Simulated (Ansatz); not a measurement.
# MgS (F-43m) in Ansatz: settings compared, part 2 of 2

Ansatz 0.2.0.

**11. Phonons, PBEsol**

input.yaml

```yaml
crystal:
  lattice:
    - [0.0, 2.8331200468, 2.8331200468]
    - [2.8331200468, 0.0, 2.8331200468]
    - [2.8331200468, 2.8331200468, 0.0]
  atoms:
    - { symbol: S, position: [0.25, 0.25, 0.25] }
    - { symbol: Mg, position: [0.0, 0.0, 0.0] }
hamiltonian:
  xc: pbesol
  pseudopotentials: { kind: paw }
kpoints:
  mp_grid: { grid: [8, 8, 8] }
scf:
  occupations: { method: fixed }
phonons:
  method: dfpt
  dielectric: true
  rigid_motions: translations
  qmesh: [2, 2, 2]
  temperatures: { t_max: 1000, t_step: 100 }
  qpath:
    path:
      - [[0.0, 0.0, 0.0], [0.5, 0.0, 0.5], [0.5, 0.25, 0.75], [0.375, 0.375, 0.75], [0.0, 0.0, 0.0], [0.5, 0.5, 0.5], [0.625, 0.25, 0.625], [0.5, 0.25, 0.75], [0.5, 0.5, 0.5], [0.375, 0.375, 0.75]]
      - [[0.625, 0.25, 0.625], [0.5, 0.0, 0.5]]
    npoints: 8
```

Potentials or basis: Ansatz PAW.

Run with:

```bash
> ansatz run input.yaml --threads 2 --pin off --max-ram 5632MiB --backend cpu --events-out ev --progress --plain --runs-dir out
```

Output:

```text
Warning: phonons: the dynamical matrix that this run interpolates holds no multipole term above the dipole-dipole one, and a site of this crystal is no centre of inversion, so its interpolated transverse optical and acoustic branches and sound speeds can stay off near Gamma, and the density of states and the thermodynamics with them. What a run solves at a wave vector of phonons.qpoints, Gamma apart, where the deck admits one, is free of this, and under fd what a larger phonons.supercell samples
Warning: RAYON_NUM_THREADS=2 ignored (pool sized by the plan → 2); use --threads N
Engine: ansatz 0.2.0, x86_64-unknown-linux-gnu
Pseudopotentials: kind: paw
Pseudopotential: S, paw, valence charge 6, recommended cutoff 420 eV (normal), S.paw.azcp
Pseudopotential: Mg, paw, valence charge 10, recommended cutoff 420 eV (normal), Mg.paw.azcp
Functional definition: PBEsol
  exchange = pbesol_x
  correlation = pbesol_c
Crystal: 2 atoms, lattice volume = 45.480 Å³
Basis set: ecut = 420 eV, 893 PW (Γ), exchange–correlation on 54×54×54 points (8 copies of the dense FFT grid, shifted against one another)
Bands: 12, of which v1, the nominal top of the filled ones, is band 8 counted from 1 (7 counted from 0)
Symmetry: 24 space group operations
k-points: 95 of 512 (irreducible under 4 space group operations, time reversal used)
Non-local potential: S, projectors of the file, l = 0: 2, l = 1: 2, l = 2: 2
Non-local potential: Mg, projectors of the file, l = 0: 3, l = 1: 2, l = 2: 1
PAW form: soft (Blöchl's): semilocal exchange-correlation on the pseudo side does not see the compensation charge
PAW frozen core: S, regenerated for the run's functional, and the local potential with it (the file was generated under x = pbe(κ = 0.804, μ = 0.2195149727645171), c = pbe(β = 0.06672455060314922))
PAW frozen core: Mg, regenerated for the run's functional, and the local potential with it (the file was generated under x = pbe(κ = 0.804, μ = 0.2195149727645171), c = pbe(β = 0.06672455060314922))
PAW one-centre angular grid: S, 110 points (default); XC on 64 Gauss nodes
PAW one-centre angular grid: Mg, 110 points (default); XC on 64 Gauss nodes
Initial density: superposition of atomic densities (neutral atoms: chi_scale 0, normalization atom), corrected by the library's trained network
Initial wavefunctions: pseudopotential atomic-orbital guess
Functional: x = pbesol(κ = 0.804, μ = 0.12345679012345678), c = pbesol(β = 0.046)
SCF iter   1: F=—  HF=-2799.764564 eV  |F-HF|=—  |Δ(HF+E_count)|=         —  Δρ=3.24e-3  dr2=7.88e-3  ethr=1.77e-3  ⟨swp⟩=5.4  Hψ=6260  notcnv=0  defer=182
preconditioner: auto → none  [insulator: Δε(μ)=3.238 eV  Ē_g=10.988 eV  n_scr=14 (ndim 8)  ℏωp=15.6 eV  f_vac=0.016  ε∞_Penn≈3.0]
SCF iter   2: F=—  HF=-2799.761508 eV  |F-HF|=—  |Δ(HF+E_count)|=   3.06e-3  Δρ=9.36e-4  dr2=2.28e-4  ethr=4.93e-5  ⟨swp⟩=2.2  Hψ=2435  notcnv=0  defer=184
SCF iter   3: F=—  HF=-2799.761504 eV  |F-HF|=—  |Δ(HF+E_count)|=   4.03e-6  Δρ=3.48e-4  dr2=4.10e-5  ethr=1.43e-6  ⟨swp⟩=2.0  Hψ=1999  notcnv=0  defer=184
SCF iter   4: F=—  HF=-2799.761518 eV  |F-HF|=—  |Δ(HF+E_count)|=   1.45e-5  Δρ=6.45e-5  dr2=1.04e-6  ethr=2.56e-7  ⟨swp⟩=2.0  Hψ=1475  notcnv=0  defer=97
[... 54 lines left out ...]
  ε∞ (high-frequency dielectric tensor):
        4.142273     0.000000     0.000000
        0.000000     4.142273     0.000000
        0.000000     0.000000     4.142273
  ε⁰ (static dielectric tensor: ions relaxed, cell fixed):
        6.739856     0.000000     0.000000
        0.000000     6.739856    -0.000000
        0.000000    -0.000000     6.739856
  ε⁰ − ε∞ (ionic part):
        2.597583     0.000000    -0.000000
        0.000000     2.597583    -0.000000
       -0.000000    -0.000000     2.597583
  softest optical mode at Γ: 328.37 cm⁻¹; the repairs (sum rule, projections) moved no ω² at Γ by more than (0.89 cm⁻¹)²
  Born effective charges Z* (e; rows j = field, columns β = displacement):
    site 0:
        -1.89182   -0.00000    0.00000
         0.00000   -1.89182   -0.00000
        -0.00000   -0.00000   -1.89182
    site 1:
         1.89182    0.00000   -0.00000
        -0.00000    1.89182    0.00000
         0.00000    0.00000    1.89182
  Z* charge neutrality: 3.173e-4 e pre-enforcement
  solved inside a basis spanned on kpoints, on 8×8×8 k-points, its susceptibility summed on 12×12×12: ε∞ is read to err by 9.6e-3, Z* by 1.1e-2 e (field_mesh: kpoints solves on kpoints); Z* is corrected for what the basis lacks
  optical modes at Γ without the LO–TO term, one row a degenerate level:
      ω (cm⁻¹)  modes    IR ((D/Å)²/amu)
        328.37      3            17.9182
  optical modes at Γ + LO–TO along q̂ = [1.0000, 0.0000, 0.0000]:
      ω (cm⁻¹)  modes    IR ((D/Å)²/amu)
        328.37      2            11.9455
        418.87      1             5.9727
  optical modes at Γ + LO–TO along q̂ = [0.0000, 1.0000, 0.0000]:
      ω (cm⁻¹)  modes    IR ((D/Å)²/amu)
        328.37      2            11.9455
        418.87      1             5.9727
  optical modes at Γ + LO–TO along q̂ = [0.0000, 0.0000, 1.0000]:
      ω (cm⁻¹)  modes    IR ((D/Å)²/amu)
        328.37      2            11.9455
        418.87      1             5.9727
--- Phonons (arbitrary-q DFPT): 3 irreducible q on the 2×2×2 mesh ---
  q = [0.0000, 0.0000, 0.0000] (star 1, of the zone-centre solve; hermiticity 1.72e-6, symmetrization 1.11e-13): -0.00 -0.00 -0.00 328.37 328.37 328.37
  q = [0.0000, 0.0000, -0.5000] (star 4, 2 solved perturbations on 150 of 512 k-point pairs; hermiticity 9.55e-7, symmetrization 6.87e-12): 80.08 80.08 268.94 325.49 325.49 333.58
  q = [0.0000, -0.5000, -0.5000] (star 3, 4 solved perturbations in 308 linear systems a pass and spin channel, the states on 95 of 512 k-point pairs; hermiticity 5.37e-7, symmetrization 1.91e-11): 119.94 119.94 278.06 323.19 323.19 336.87
  sum rule: each row above includes the acoustic sum rule's correction from the zone centre's row sums; it moved no ω² by more than (0.69 cm⁻¹)²
  mesh force constants: q→R imaginary residual 1.47e-17; ASR residual 4.254e-5 → 0.000e0 eV/Å²; symmetrization residual 6.217e-15 eV/Å²
  interpolated dispersion: 83 rows × 6 modes
  density of states and harmonic sums: on the 20×20×20 q-mesh, interpolated from the force constants of a 2×2×2 supercell (with the dipole–dipole term)
  largest difference from the sums on the solved wave vectors: F 5.24e-2 eV, S 8.48e-5 and C_V 3.22e-5 eV/K
  zero-point energy: 0.089568 eV/cell   skipped modes (ω ≤ 0): 3   left out of the sums: 6.25e-5 of the cell's modes: C_V's classical limit lies that fraction below 3 k_B per atom; for a crystal, a wire or a layer, F and S can be off by more, and a phonons.interpolated_qmesh denser along its periods is the remedy for the sampling
```

phbands.tsv:

```text
# q_distance	omega_0_inv_cm	omega_1_inv_cm	omega_2_inv_cm	omega_3_inv_cm	omega_4_inv_cm	omega_5_inv_cm	omega_0_thz	omega_1_thz	omega_2_thz	omega_3_thz	omega_4_thz	omega_5_thz
[... 82 lines left out ...]
6.873095	116.252660	147.249447	269.523018	312.118328	323.605924	341.705832	3.485167	4.414427	8.080097	9.357072	9.701462	10.244083
6.922101	117.574743	138.737541	272.417450	315.507755	323.458001	340.455911	3.524802	4.159247	8.166870	9.458685	9.697027	10.206611
6.971107	118.607349	131.159974	274.798109	318.534317	323.341070	339.191033	3.555759	3.932077	8.238240	9.549419	9.693521	10.168691
7.020113	119.347238	125.153535	276.580080	320.975828	323.256569	338.041051	3.577940	3.752009	8.291662	9.622613	9.690988	10.134216
7.069119	119.792097	121.280425	277.685846	322.605869	323.205484	337.193232	3.591277	3.635896	8.324812	9.671481	9.689457	10.108799
7.118125	119.940538	119.940538	278.060978	323.188392	323.188392	336.872024	3.595727	3.595727	8.336058	9.688944	9.688944	10.099169
```

It took 23 s on 2 threads of Intel Xeon Platinum 8488C (Sapphire Rapids), shared host; peak memory 0.61 GiB.

What came out:

```yaml
Free_energy: -2799.7615 eV
Band_gap_on_the_k_mesh: 3.28 eV, direct
Electronic_dielectric_tensor_diagonal: 4.14
Born_charges_mean_of_the_diagonal: S -1.89; Mg +1.89 e
Highest_phonon_frequency_LO-TO_splitting_left_out: 337 cm⁻¹
Static_dielectric_tensor_diagonal: 6.74
```

Levels at points of the mesh, in eV from the valence-band top:
```tsv
k point	band 5	band 6	band 7	band 8	band 9	band 10	band 11	band 12
(0.00, 0.00, 0.00)	-11.26	0.00	0.00	0.00	3.28	7.84	7.84	7.84
(0.00, 0.00, -0.50)	-10.57	-3.17	-0.33	-0.33	4.98	7.51	7.51	8.41
(0.00, -0.50, -0.50)	-10.34	-2.84	-1.04	-1.04	3.71	5.53	11.00	12.15
(-0.50, 0.00, 0.00)	-10.57	-3.17	-0.33	-0.33	4.98	7.51	7.51	8.41
(-0.50, 0.00, -0.50)	-10.34	-2.84	-1.04	-1.04	3.71	5.53	11.00	12.15
```

Phonon frequencies in cm⁻¹ (negative: imaginary):
| q point | frequencies |
| --- | --- |
| (0.000, 0.000, 0.000) | 0 0 0 328 328 328 |
| (0.000, 0.000, -0.500) | 80 80 269 325 325 334 |
| (0.000, -0.500, -0.500) | 120 120 278 323 323 337 |

Electronic dielectric tensor:
```
4.14 0.00 0.00
0.00 4.14 0.00
0.00 0.00 4.14
```

Born effective charge tensors (e):
atom 1, S
```
-1.89  0.00  0.00
 0.00 -1.89  0.00
 0.00  0.00 -1.89
```
atom 2, Mg
```
1.89 0.00 0.00
0.00 1.89 0.00
0.00 0.00 1.89
```

Static dielectric tensor, electrons and zone-centre modes:
```
6.74 0.00 0.00
0.00 6.74 0.00
0.00 0.00 6.74
```

Caveat: the q mesh is small, so phonon branches between its points and thermal values are rough; the PAW data sets come from PBE, with cores solved anew for the run's functional, which leaves a small shift of forces and pressure. A k mesh can miss the band edges.

**12. The runs side by side**

| task | level | cutoff (eV) | smearing | points for each segment of the path | q mesh | gap on the mesh (eV) |
| --- | --- | --- | --- | --- | --- | --- |
| band structure | r2SCAN | 500 | fermi-dirac 0.05 eV | 14 | - | 4.13 |
| equation of state | r2SCAN | 500 | fermi-dirac 0.05 eV | - | - | - |
| phonons | PBEsol | 420 | fixed | 8 | 2 × 2 × 2 | 3.28 |

Alike in all rows: potentials or basis Ansatz PAW; no spin polarisation; cell as given; k mesh 8 × 8 × 8.

Caveats: the PAW data sets come from PBE, with cores solved anew for the run's functional, which leaves a small shift of forces and pressure (some runs); the PAW data sets were made with another functional, which shifts forces and pressure a little (some runs).

Total energies depend on the potentials used, so only differences within one code and one set of settings carry meaning.
